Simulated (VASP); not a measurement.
C: relaxation of cell and atoms with PBE+D3(BJ)

The system is C, a slab with vacuum.

```
C
1.0
     2.46729    0.00000    0.00000
    -1.23365    2.13674    0.00000
     0.00000    0.00000   18.00000
C
2
Direct
  0.00000 0.00000 0.50000
  0.66667 0.33333 0.50000
```

```
Program                : VASP 6.6.1
Task                   : relaxation of cell and atoms
Functional             : PBE
Dispersion             : D3(BJ)
Potentials or basis    : VASP PAW PBE potentials, release 64 (C)
Cutoff                 : 600 eV
k mesh                 : 15 × 15 × 1
Occupations            : gaussian, width 0.03 eV
Spin                   : no spin polarisation
Further INCAR settings : ALGO = Normal; EDIFF = 1e-06; IBRION = 2; EDIFFG = -0.01; NSW = 90; ISIF = 3
```

```yaml
Relaxed_volume: 47.40 Å³/atom
Relaxed_cell: a = 2.466 Å, b = 2.466 Å, c = 18.000 Å, α = 90.00°, β = 90.00°, γ = 120.00°
Space_group_after_relaxing_to_0.05_Å: P6/mmm (No. 191)
Energy_gained_by_relaxing: 0.0 meV/atom
Ionic_steps: 3
Band_gap_on_the_k_mesh: none (metal or under the smearing width)
Dispersion_energy_per_atom: -0.089 eV
```

Final structure:
```cif
data_structure
_symmetry_space_group_name_H-M 'P 1'
_symmetry_Int_Tables_number 1
_cell_length_a 2.4661
_cell_length_b 2.4661
_cell_length_c 18.0000
_cell_angle_alpha 90.000
_cell_angle_beta 90.000
_cell_angle_gamma 120.000
_cell_volume 94.80
loop_
_atom_site_label
_atom_site_type_symbol
_atom_site_fract_x
_atom_site_fract_y
_atom_site_fract_z
_atom_site_occupancy
C1 C 0.00000 0.00000 0.50000 1
C2 C 0.66667 0.33333 0.50000 1
```

Levels at points of the mesh, in eV from the Fermi level:
| k point | band 1 | band 2 | band 3 | band 4 | band 5 | band 6 | band 7 | band 8 |
| --- | --- | --- | --- | --- | --- | --- | --- | --- |
| (0.00, 0.00, 0.00) | -19.52 | -7.62 | -3.05 | -3.05 | 3.26 | 4.08 | 4.42 | 5.61 |

Wall time 18 s on 2 MPI ranks on Intel(R) Xeon(R) Platinum 8488C (Sapphire Rapids), with other jobs on the host, peak memory 0.21 GiB a rank.
